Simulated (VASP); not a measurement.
A run of VASP 6.6.1 is set up as follows.

File INCAR:

```
SYSTEM = Os
  ALGO = Fast
  EDIFF = 1E-6
  ENCUT = 520
  GGA = PE
  ISIF = 2
  ISMEAR = 0
  IVDW = 12
  LASPH = .TRUE.
  LCHARG = .FALSE.
  LREAL = .FALSE.
  LWAVE = .FALSE.
  NBANDS = 10
  NELM = 100
  PREC = Accurate
  SIGMA = 0.1
```

Contents of KPOINTS:

```
k-points
0
G
  18 18 18
  0 0 0
```

The input POSCAR:

```
Os
1.0
    0.0000000000      1.9158556741      1.9158556741
    1.9158556741      0.0000000000      1.9158556741
    1.9158556741      1.9158556741      0.0000000000
Os
1
Direct
    0.0000000000      0.0000000000      0.0000000000
```

Potentials or basis: VASP PAW PBE potentials, release 64 (Os).

Run with:

```sh
$ cat potpaw_PBE.64/Os/POTCAR > POTCAR
$ mpirun -np 1 vasp_std > vasp.out
```

Q: What does it give for the pressure?

A: 0.1 GPa.

Q: Estimate the dispersion energy per atom.

A: -0.651 eV.

Q: Estimate the band gap on the k mesh.

A: None (metal or under the smearing width).

Caveat: pairwise dispersion overbinds metals, which lowers pressure and volume. Spin-orbit coupling is left out, which matters for the levels of Os.
